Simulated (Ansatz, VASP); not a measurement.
# One calculation of Ce, two programs

File INCAR:

```
SYSTEM = Ce
PREC     = Accurate       ! precision mode
ENCUT    = 520            ! plane-wave cutoff, eV
EDIFF    = 1E-6           ! SCF threshold, eV
ISMEAR   = -1             ! smearing method
SIGMA    = 0.1            ! smearing width, eV
LREAL    = .False.        ! projectors in reciprocal space
LASPH    = .True.         ! aspherical terms in the spheres
NELM     = 100            ! most SCF steps
ALGO     = Fast           ! electronic algorithm
ISIF     = 2              ! what is computed and relaxed
LWAVE    = .False.        ! write WAVECAR
LCHARG   = .False.        ! write CHGCAR
NBANDS   = 12             ! bands
```

File KPOINTS:

```
Automatic mesh
0
Gamma
  16 16 16
  0 0 0
```

File POSCAR:

```
Ce
1.0
    0.0000000000      2.3521269468      2.3521269468
    2.3521269468      0.0000000000      2.3521269468
    2.3521269468      2.3521269468      0.0000000000
Ce
1
Direct
    0.0000000000      0.0000000000      0.0000000000
```

Input for Ansatz:

```yaml
crystal:
  lattice:
    - [0.0, 2.3521269468, 2.3521269468]
    - [2.3521269468, 0.0, 2.3521269468]
    - [2.3521269468, 2.3521269468, 0.0]
  atoms:
    - { symbol: Ce, position: [0.0, 0.0, 0.0] }
hamiltonian:
  xc: lda
  pseudopotentials:
    kind: paw
    azcp:
      Ce: "pseudopotentials/Ce.paw.azcp"
basis:
  ecutwfc: 420
  fft_grid_basis: typed
kpoints:
  mp_grid: { grid: [16, 16, 16], shift: [0, 0, 0] }
magnetization:
  spin_polarized: false
scf:
  occupations: { method: fermi_dirac, width: 0.1 }
output:
  stress: true
```

Alike in both runs: task single point; functional LDA; k mesh 16 × 16 × 16; occupations fermi-dirac, width 0.1 eV; no spin polarisation.

|  | VASP | Ansatz |
| --- | --- | --- |
| version | VASP 6.6.1 | Ansatz 0.2.0 |
| potentials or method | VASP PAW LDA potentials, release 64 (Ce) | plane waves (420 eV) with PAW, scalar-relativistic |
| plane-wave cutoff (eV) | 520 | 420 |
| valence electrons in the cell | 12 | 12 |

|  | VASP | Ansatz | Ansatz less VASP |
| --- | --- | --- | --- |
| pressure (GPa) | -5.1 | -4.8 | +0.34 |

Ansatz warned: «pseudo_functional_mismatch».

Spin-orbit coupling is left out, which matters for the levels of Ce. Spin polarisation is off, so any magnetic state and its effect on volume and gap are missing.
